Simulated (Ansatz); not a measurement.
BeSe: the gap against volume

BeSe, F-43m, a = 5.178 Å. Ansatz: PBE, PAW, 420 eV, Γ-centred 8×8×8 mesh on 2 atoms, Gaussian smearing 0.02 eV; no spin polarisation. Symmetry fixes shape and atoms, so the cell is only scaled; x = ln(V/V0) with V0 = 17.351 Å³/atom. The gap is read at the mesh points alone.

```
      x gap y (eV)
-0.1278       2.374
-0.0943       2.460
-0.0619       2.538
-0.0305       2.609
 0.0000       2.674
 0.0296       2.734
 0.0583       2.787
 0.0953           ?
```

Q: Fit a straight line to the other rows, give the volume deformation potential of the gap and its pressure coefficient, and predict the missing gap. B0 = 75.1 GPa.

A: Means x = -0.03237, y = 2.5966; Σ(Δx)² = 0.02693, ΣΔxΔy = 0.05974; the slope is their ratio. y = 2.6684 + 2.2186 x. The slope is the deformation potential a = dE_g/d ln V = 2.22 eV, and dE_g/dP = −a/B0 = -29.5 meV/GPa. With a term in x² added, the coefficient of x becomes 2.066, 7 % less, which shows how far this figure hangs on the form. At x = 0.0953 the fit asked for gives 2.880 eV. The run gave 2.852 eV, so the fit is 0.028 eV too high, 5.9 % of the span of the series, against an rms of 0.007 eV on the fitted rows. The row lies outside the fitted range. With a term in x² added, a fit to the same known rows predicts 2.851 eV, so most of the miss is curvature that the known rows already hold.

Spin-orbit coupling is left out; it would lift a valence top of Se p states by 0.1 to 0.15 eV. Semilocal functionals give gaps under the measured ones; changes of the gap mostly carry over better.